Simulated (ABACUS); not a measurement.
CdS (Hawleyite):

```xyz
2
Lattice="0.0000 2.9165 2.9165 2.9165 0.0000 2.9165 2.9165 2.9165 0.0000" Properties=species:S:1:pos:R:3 pbc="T T T"
Cd    0.0000    0.0000    0.0000
S     4.3748    4.3748    4.3748
```

Base run:

* Program: ABACUS 3.10.1
* Functional: TPSS
* Potentials or basis: SG15 ONCV 1.2 PBE
* Cutoff: 1619 eV
* Density cutoff: 6476 eV
* Basis: plane waves
* k mesh: 5 × 5 × 5
* Occupations: fermi-dirac, width 0.05 eV
* Spin: no spin polarisation

Its results: band gap on the k mesh 1.32 eV, direct; pressure 3.6 GPa.

Q: The run is repeated on the same cell with these changes: functional from TPSS to PBEsol; cutoff from 1619 eV to 1401 eV; density cutoff from 6476 eV to 5606 eV; k mesh from 5 × 5 × 5 to 6 × 6 × 6. What comes out?

A: Band gap on the k mesh 0.99 eV, direct; pressure -0.1 GPa.

Several settings changed at once, so the effect can't be laid on one alone.

Caveats: the potentials were made for another functional, which shifts forces and pressure; an odd mesh through Γ misses points on the zone boundary, where band edges often lie (some runs).

Not every run made on this cell is shown here.
